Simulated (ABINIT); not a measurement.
The system is FePt (Tetraferroplatinum).

```
Pt Fe
1.0
     2.72350    0.00000    0.00000
     0.00000    2.72350    0.00000
     0.00000    0.00000    3.72000
Pt Fe
1 1
Direct
  0.50000 0.50000 0.50000
  0.00000 0.00000 0.00000
```

Base run:

* Program: ABINIT 10.8.3 (patched build)
* Functional: PBE
* Potentials or basis: JTH PAW PBE v2.0
* Cutoff: 707 eV
* k mesh: 8 × 8 × 6
* Occupations: fermi-dirac, width 0.05 eV
* Spin: collinear spin, ferromagnetic start
* Starting moments: [0.0, 3.0] μB

Its results: band gap on the k mesh none (metal or under the smearing width); pressure 3.7 GPa; net moment 3.35 μB per cell; site moments Pt +0.41; Fe +2.96 μB.

**Question.** The run is repeated on the same cell with these changes: functional from PBE to PBEsol. What comes out?

**Answer.** Band gap on the k mesh none (metal or under the smearing width); pressure -5.2 GPa; net moment 3.35 μB per cell; site moments Pt +0.40; Fe +2.95 μB.

PBEsol binds more tightly than PBE, so the same cell stands under less pressure.

Caveats: the PAW data sets were made with another functional, which shifts forces and pressure a little (some runs).
